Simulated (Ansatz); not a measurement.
A run of Ansatz 0.2.0:

File input.yaml:

```yaml
crystal:
  lattice:
    - [-1.6, 1.6, 3.9305]
    - [1.6, -1.6, 3.9305]
    - [1.6, 1.6, -3.9305]
  atoms:
    - { symbol: Mo, position: [0.0, 0.0, 0.0] }
    - { symbol: Si, position: [0.667, 0.667, 0.0] }
    - { symbol: Si, position: [0.333, 0.333, 0.0] }
hamiltonian:
  xc: pbe
  pseudopotentials: { kind: paw }
kpoints:
  mp_grid: { grid: [12, 12, 12] }
scf:
  occupations: { method: gaussian, width: 0.014 }
output:
  forces: true
  stress: true
  eigenvalues: true
```

Potentials or basis: Ansatz PAW.

Command:

```sh
$ ansatz run input.yaml --threads 2 --pin off --max-ram 5632MiB --backend cpu --events-out ev --progress --plain --runs-dir out
```

Hardware: 2 threads of Intel(R) Xeon(R) Platinum 8259CL CPU @ 2.50GHz (Skylake/Cascade Lake) (shared host).

Q: Estimate the wall time of this run.

A: Run time: 2.6 s on 2 threads of Intel(R) Xeon(R) Platinum 8259CL CPU @ 2.50GHz (Skylake/Cascade Lake), on a shared host, peak memory 0.43 GiB. Counts: scf iterations 6, plane waves 769, k points 163, bands 15.
